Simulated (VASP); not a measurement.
# CdTe (F-43m) in VASP: further runs

The runs below take CdTe through relaxation of cell and atoms, with r2SCAN.

Everything below comes from runs of VASP 6.6.1. Logs are shortened: lines on timing, memory, paths and dates and some standing lists are left out, and cuts for length are marked.

## Step 1: Starting point

It takes space group F-43m (No. 216, cubic). The conventional cell has a = 6.564 Å, b = 6.564 Å, c = 6.564 Å, α = 90.00°, β = 90.00°, γ = 90.00°. Cd (site symmetry -43m) has 4 Te at 2.84 Å as nearest neighbours. Te (site symmetry -43m) has 4 Cd at 2.84 Å as nearest neighbours.

The cell is a database's computed one.

## Step 2: Relaxation of cell and atoms, r2SCAN

INCAR reads:

```
  PREC = Accurate
  ENCUT = 600
  EDIFF = 1E-6
  ISMEAR = 0
  SIGMA = 0.02
  LREAL = False
  LASPH = True
  NELM = 120
  ALGO = Normal
  ISIF = 3
  LWAVE = False
  LCHARG = False
  METAGGA = R2SCAN
  LMIXTAU = True
  IBRION = 2
  NSW = 80
  EDIFFG = -0.005
  KPAR = 2
```

KPOINTS reads:

```
regular mesh
0
Gamma
  8 8 8
```

POSCAR reads:

```
CdTe
1.0
    0.0000000000      3.2821136000      3.2821136000
    3.2821136000      0.0000000000      3.2821136000
    3.2821136000      3.2821136000      0.0000000000
Cd Te
1 1
Direct
    0.0000000000      0.0000000000      0.0000000000
    0.7500000000      0.7500000000      0.7500000000
```

Potentials or basis: VASP PAW PBE potentials, release 64 (Cd, Te).

Command:

```
> cat potpaw_PBE.64/Cd/POTCAR potpaw_PBE.64/Te/POTCAR > POTCAR
> mpirun -np 2 vasp_std > vasp.out
```

OUTCAR:

```text
PREC = Accurate
   ENCUT = 600
   EDIFF = 1E-6
   ISMEAR = 0
   LREAL = False
   LASPH = True
   NELM = 120
   ISIF = 3
   METAGGA = R2SCAN
   IBRION = 2
   NSW = 80
   EDIFFG = -0.005

 ion  position               nearest neighbor table
   1  0.000  0.000  0.000-   2 2.84   2 2.84   2 2.84   2 2.84
   2  0.750  0.750  0.750-   1 2.84   1 2.84   1 2.84   1 2.84

  LATTYP: Found a face centered cubic cell.
 ALAT       =     6.5642272000

  Lattice vectors:

 A1 = (   0.0000000000,   3.2821136000,   3.2821136000)
 A2 = (   3.2821136000,   0.0000000000,   3.2821136000)
 A3 = (   3.2821136000,   3.2821136000,   0.0000000000)

Analysis of symmetry for initial positions (statically):
=====================================================================
 Subroutine PRICEL returns:
 Original cell was already a primitive cell.

 Routine SETGRP: Setting up the symmetry group for a
 face centered cubic supercell.

 Subroutine GETGRP returns: Found 24 space group operations
 (whereof 24 operations were pure point group operations)
 out of a pool of 48 trial point group operations.

The static configuration has the point symmetry T_d .

Analysis of symmetry for dynamics (positions and initial velocities):
=====================================================================
 Subroutine PRICEL returns:
 Original cell was already a primitive cell.

 Routine SETGRP: Setting up the symmetry group for a
 face centered cubic supercell.

 Subroutine GETGRP returns: Found 24 space group operations
 (whereof 24 operations were pure point group operations)
 out of a pool of 48 trial point group operations.

The dynamic configuration has the point symmetry T_d .

 Subroutine INISYM returns: Found 24 space group operations
 (whereof 24 operations are pure point group operations),
 and found     1 'primitive' translations

----------------------------------------------------------------------------------------

                                     Primitive cell

  volume of cell :      70.7116

  direct lattice vectors                    reciprocal lattice vectors
     0.000000000  3.282113600  3.282113600    -0.152340857  0.152340857  0.152340857
     3.282113600  0.000000000  3.282113600     0.152340857 -0.152340857  0.152340857
     3.282113600  3.282113600  0.000000000     0.152340857  0.152340857 -0.152340857

  length of vectors
     4.641609566  4.641609566  4.641609566     0.263862105  0.263862105  0.263862105

  position of ions in fractional coordinates (direct lattice)
     0.000000000  0.000000000  0.000000000
     0.750000000  0.750000000  0.750000000

  ion indices of the primitive-cell ions
   primitive index   ion index
                 1           1
                 2           2

----------------------------------------------------------------------------------------

 KPOINTS: regular mesh

Automatic generation of k-mesh.
 Grid dimensions read from file:
 generate k-points for:    8    8    8

 Generating k-lattice:

  Cartesian coordinates                     Fractional coordinates (reciprocal lattice)
    -0.019042607  0.019042607  0.019042607     0.125000000  0.000000000  0.000000000
     0.019042607 -0.019042607  0.019042607     0.000000000  0.125000000  0.000000000
     0.019042607  0.019042607 -0.019042607     0.000000000  0.000000000  0.125000000

  Length of vectors
     0.032982763  0.032982763  0.032982763

  Shift w.r.t. Gamma in fractional coordinates (k-lattice)
     0.000000000  0.000000000  0.000000000

 Subroutine IBZKPT returns following result:
 ===========================================

 Found     29 irreducible k-points:

 Following reciprocal coordinates:
[... 52 lines left out ...]
   POTIM  = 0.5000    time-step for ionic-motion
   TEBEG  =    0.0;   TEEND  =   0.0 temperature during run
   PSTRESS=    0.0 pullay stress
   NELECT =      18.0000    total number of electrons
   NUPDOWN=      -1.0000    fix difference up-down
   EMIN   =  10.00;   EMAX   =-10.00  energy-range for DOS
   EFERMI =   0.00;   METHOD = LEGACY
   ISMEAR =     0;   SIGMA  =   0.02  broadening in eV -4-tet -1-fermi 0-gaus
   EFERMI_NEDOS =   21; number of points for ismear=-14 and -15
   IALGO  =     38    algorithm
   IMIX   =      4    mixing-type and parameters
     AMIX     =   0.40;   BMIX     =  1.00
     AMIX_MAG =   1.60;   BMIX_MAG =  1.00
  volume/ion in A,a.u.               =      35.36       238.59
  Fermi-wavevector in a.u.,A,eV,Ry     =   1.037533  1.960654 14.646337  1.076475
  Thomas-Fermi vector in A             =   2.171976
   LORBIT       =      0    0 simple, 1 ext, 2 COOP (PROOUT), +10 PAW based schemes
   METAGGA = R2SCAN    functional components
   LHFCALC =     F    Hartree Fock is set to
   AEXX    =    0.0000 exact exchange contribution
   IVDW    =     0    specifies the selected vdW correction
   LEPSILON=     F    determine dielectric tensor
   LRPA    =     F    only Hartree local field effects (RPA)
 conjugate gradient relaxation of ions
 non-spin polarized calculation
 Gauss-broadening in eV      SIGMA  =   0.02
  energy-cutoff  :      600.00
  volume of cell :       70.71
 maximum number of plane-waves:      2397
 NGX is ok and might be reduce to    40
   NGX = 19   NGY = 19   NGZ = 19

--------------------------------------- Ionic step        1  -------------------------------------------

 number of electron      17.9999999 magnetization

 Free energy of the ion-electron system (eV)
  ---------------------------------------------------
  ext. energy  EPLUGINS =         0.00000000
  ---------------------------------------------------
  free energy    TOTEN  =       -46.64569604 eV

  energy without entropy =      -46.64569604  energy(sigma->0) =      -46.64569604

------------------------ aborting loop because EDIFF is reached ----------------------------------------

  FORCE on cell =-STRESS in cart. coord.  units (eV):
  Direction    XX          YY          ZZ          XY          YZ          ZX
  --------------------------------------------------------------------------------------
  -------------------------------------------------------------------------------------
  Total       -0.0245783     -0.0245783     -0.0245783      0.0000000      0.0000000      0.0000000
  in kB       -0.5568918     -0.5568918     -0.5568918      0.0000000      0.0000000      0.0000000
  external PRESSURE =      -0.5568918 kB  Pullay stress =       0.0000000 kB

 VOLUME and BASIS-vectors are now :
 -----------------------------------------------------------------------------
  energy-cutoff  :      600.00
  volume of cell :       70.71
      direct lattice vectors                 reciprocal lattice vectors
     0.000000000  3.282113600  3.282113600    -0.152340857  0.152340857  0.152340857
     3.282113600  0.000000000  3.282113600     0.152340857 -0.152340857  0.152340857
     3.282113600  3.282113600  0.000000000     0.152340857  0.152340857 -0.152340857

 POSITION                                       TOTAL-FORCE (eV/Angst)
 -----------------------------------------------------------------------------------
      0.00000      0.00000      0.00000         0.000000      0.000000      0.000000
      4.92317      4.92317      4.92317        -0.000000     -0.000000     -0.000000
 -----------------------------------------------------------------------------------
    total drift:                                0.000001      0.000001      0.000001

  FREE ENERGIE OF THE ION-ELECTRON SYSTEM (eV)
  ---------------------------------------------------
  free  energy   TOTEN  =       -46.6456960423 eV

  energy  without entropy=      -46.6456960423  energy(sigma->0) =      -46.64569604

--------------------------------------- Ionic step        2  -------------------------------------------

 number of electron      17.9999999 magnetization

 Free energy of the ion-electron system (eV)
  ---------------------------------------------------
  ext. energy  EPLUGINS =         0.00000000
  ---------------------------------------------------
  free energy    TOTEN  =       -46.64571692 eV

  energy without entropy =      -46.64571692  energy(sigma->0) =      -46.64571692

 E-fermi :   1.8595     XC(G=0):  -8.9354

 val. band max:        1.7734026227   @ k =   0.0000   0.0000   0.0000
 cond. band min:       2.9268750863   @ k =   0.0000   0.0000   0.0000
 fundamental gap:      1.1534724635
 Fermi energy:         1.8594726199

 k-point     1 :       0.0000    0.0000    0.0000
  band No.  band energies     occupation
      1      -9.5437      2.00000
      2      -6.6703      2.00000
      3      -6.6703      2.00000
      4      -6.6703      2.00000
      5      -6.4140      2.00000
      6      -6.4140      2.00000
      7       1.7734      2.00000
      8       1.7734      2.00000
      9       1.7734      2.00000
     10       2.9269      0.00000
     11       6.8285      0.00000
     12       6.8285      0.00000
     13       6.8285      0.00000
[... 354 lines left out ...]
  band No.  band energies     occupation
      1      -9.1130      2.00000
      2      -6.5830      2.00000
      3      -6.5732      2.00000
      4      -6.4277      2.00000
      5      -6.4083      2.00000
      6      -5.9764      2.00000
      7      -2.3229      2.00000
      8      -0.1989      2.00000
      9       0.5680      2.00000
     10       5.3328      0.00000
     11       6.7319      0.00000
     12       8.1394      0.00000
     13       9.3337      0.00000

 [... further k-points ...]
[... 5 lines left out ...]
  --------------------------------------------------------------------------------------
  -------------------------------------------------------------------------------------
  Total        0.0060737      0.0060737      0.0060737      0.0000000      0.0000000      0.0000000
  in kB        0.1378624      0.1378624      0.1378624      0.0000000      0.0000000      0.0000000
  external PRESSURE =       0.1378624 kB  Pullay stress =       0.0000000 kB

 VOLUME and BASIS-vectors are now :
 -----------------------------------------------------------------------------
  energy-cutoff  :      600.00
  volume of cell :       70.59
      direct lattice vectors                 reciprocal lattice vectors
     0.000000000  3.280167766  3.280167766    -0.152431228  0.152431228  0.152431228
     3.280167766  0.000000000  3.280167766     0.152431228 -0.152431228  0.152431228
     3.280167766  3.280167766 -0.000000000     0.152431228  0.152431228 -0.152431228

 POSITION                                       TOTAL-FORCE (eV/Angst)
 -----------------------------------------------------------------------------------
      0.00000      0.00000      0.00000        -0.000000     -0.000000     -0.000000
      4.92025      4.92025      4.92025         0.000000      0.000000      0.000000
 -----------------------------------------------------------------------------------
    total drift:                                0.000001      0.000001      0.000001

  FREE ENERGIE OF THE ION-ELECTRON SYSTEM (eV)
  ---------------------------------------------------
  free  energy   TOTEN  =       -46.6457169175 eV

  energy  without entropy=      -46.6457169175  energy(sigma->0) =      -46.64571692

 reached required accuracy - stopping structural energy minimisation
```

Run time: 1.8 min. Hardware: 2 MPI ranks of Intel Xeon Platinum 8488C (Sapphire Rapids), shared host; peak memory 0.27 GiB.

Results:

```
Free energy                            : -46.6457 eV
Relaxed volume                         : 35.29 Å³/atom
Relaxed cell                           : a = 4.639 Å, b = 4.639 Å, c = 4.639 Å, α = 60.00°, β = 60.00°, γ = 60.00°
Space group after relaxing (to 0.05 Å) : F-43m (No. 216)
Energy gained by relaxing              : 0.0 meV/atom
Ionic steps                            : 2
Pressure after relaxing                : 0.0 GPa
Band gap on the k mesh                 : 1.15 eV, direct
```

Final structure:
```
Cd Te
1.0
     0.00000    3.28017    3.28017
     3.28017    0.00000    3.28017
     3.28017    3.28017    0.00000
Cd Te
1 1
Direct
  0.00000 0.00000 0.00000
  0.75000 0.75000 0.75000
```

Levels at points of the mesh, in eV from the valence-band top:
| k point | band 6 | band 7 | band 8 | band 9 | band 10 | band 11 | band 12 | band 13 |
| --- | --- | --- | --- | --- | --- | --- | --- | --- |
| (0.00, 0.00, 0.00) | -8.19 | 0.00 | 0.00 | 0.00 | 1.15 | 5.06 | 5.06 | 5.06 |
| (0.50, 0.00, 0.00) | -7.84 | -4.29 | -0.74 | -0.74 | 2.19 | 5.60 | 5.60 | 7.38 |
| (0.50, 0.50, 0.00) | -7.70 | -4.17 | -1.79 | -1.79 | 2.96 | 2.99 | 9.25 | 9.63 |

Caveat: the PAW data sets were made with another functional, which shifts forces and pressure a little; spin-orbit coupling is left out, which moves the levels of the heavy elements.

## Step 3: Relaxation of cell and atoms, r2SCAN

INCAR is that of step 2.

KPOINTS is that of step 2.

POSCAR reads:

```
CdTe                                    
1.0
    0.0000000000      3.2801677657      3.2801677657
    3.2801677657      0.0000000000      3.2801677657
    3.2801677657      3.2801677657     -0.0000000000
  Cd              Te            
     1     1
Direct
     0.0000000000000000    0.0000000000000000    0.0000000000000000
     0.7500000000000000    0.7500000000000000    0.7500000000000000
```

Potentials or basis: VASP PAW PBE potentials, release 64 (Cd, Te).

Command:

```
> cat potpaw_PBE.64/Cd/POTCAR potpaw_PBE.64/Te/POTCAR > POTCAR
> mpirun -np 2 vasp_std > vasp.out
```

It took 71 s on 2 MPI ranks of Intel Xeon Platinum 8488C (Sapphire Rapids), shared host; peak memory 0.26 GiB.

Results (log left out):

```yaml
Free_energy: -46.6457 eV
Pressure_after_relaxing: 0.0 GPa
Band_gap_on_the_k_mesh: 1.15 eV, direct
```

Final structure:
```
Cd Te
1.0
     0.00000    3.28017    3.28017
     3.28017    0.00000    3.28017
     3.28017    3.28017    0.00000
Cd Te
1 1
Direct
  0.00000 0.00000 0.00000
  0.75000 0.75000 0.75000
```

Levels at points of the mesh, in eV from the valence-band top:
```
           k point  band 7  band 8  band 9  band 10  band 11  band 12
(0.00, 0.00, 0.00)    0.00    0.00    0.00     1.15     5.05     5.05
(0.50, 0.00, 0.00)   -4.29   -0.74   -0.74     2.19     5.60     5.60
(0.50, 0.50, 0.00)   -4.17   -1.79   -1.79     2.96     2.99     9.25
```

Caveat: the relaxation stopped at its first step, so nothing moved; the PAW data sets were made with another functional, which shifts forces and pressure a little; spin-orbit coupling is left out, which moves the levels of the heavy elements. r2SCAN opens gaps a little over a GGA but as a rule still falls short of measured ones.
